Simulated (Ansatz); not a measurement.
**KBr: relaxation of cell and atoms with revPBE**

KBr:

```
Br K
1.0
     0.00000    3.30000    3.30000
     3.30000    0.00000    3.30000
     3.30000    3.30000    0.00000
Br K
1 1
Cartesian
  3.3000 3.3000 3.3000
  0.0000 0.0000 0.0000
```

* Program: Ansatz 0.2.0
* Task: relaxation of cell and atoms
* Functional: revPBE
* Potentials or basis: all-electron LAPW, scalar-relativistic
* Basis error allowed: 0.001 eV/atom
* k mesh: 7 × 7 × 7
* Occupations: fermi-dirac, width 0.05 eV
* Spin: no spin polarisation

The relaxed volume is 40.92 Å³/atom, the relaxed cell is a = 4.873 Å, b = 4.873 Å, c = 4.873 Å, α = 60.00°, β = 60.00°, γ = 60.00° and the space group after relaxing (to 0.05 Å) is Fm-3m (No. 225). The energy gained by relaxing is 25.6 meV/atom, the ionic steps are 5 and the pressure after relaxing is 0.0 GPa. The band gap on the k mesh is 4.40 eV.

Step by step:
```csv
step,energy change (eV),largest force (eV/Å),volume (Å³)
1,0.0000,0.0000,71.87
2,-0.0356,0.0000,76.04
3,-0.0507,0.0000,80.65
4,-0.0513,0.0000,81.84
5,-0.0513,0.0000,81.84
```

Final structure:
```
Br K
1.0
     0.00000    3.44598    3.44598
     3.44598    0.00000    3.44598
     3.44598    3.44598    0.00000
Br K
1 1
Direct
  0.50000 0.50000 0.50000
  0.00000 0.00000 0.00000
```

Wall time 11 s on 1 thread of Arm Neoverse V1 (shared host), peak memory 0.24 GiB.

Caveat: an odd mesh through Γ misses points on the zone boundary, where band edges often lie. revPBE gives volumes clearly too large for solids.
